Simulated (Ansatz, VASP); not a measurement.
# One calculation of Hf, two programs

```
Hf
1.0
     3.20732    0.00000    0.00000
    -1.60366    2.77762    0.00000
     0.00000    0.00000    5.07460
Hf
2
Direct
  0.33333 0.66667 0.25000
  0.66667 0.33333 0.75000
```

Change from the starting cell: volume scaled by 1.01.

Alike in both runs: task single point; functional PBE; k mesh 13 × 13 × 7; occupations fermi-dirac, width 0.05 eV; no spin polarisation.

|  | VASP | Ansatz |
| --- | --- | --- |
| version | VASP 6.6.1 | Ansatz 0.2.0 |
| potentials or method | VASP PAW PBE potentials, release 64 (Hf_pv), cutoff 520 eV | all-electron LAPW, scalar-relativistic |

```tsv
	VASP	Ansatz	Ansatz less VASP
pressure (GPa)	-0.7	-0.3	+0.45
largest component of the traceless stress (GPa)	0.18	0.11	-0.073
```

Ansatz ran all-electron here, so the differences hold the error of VASP's frozen core and of both bases.

Spin-orbit coupling is left out, which matters for the levels of Hf.
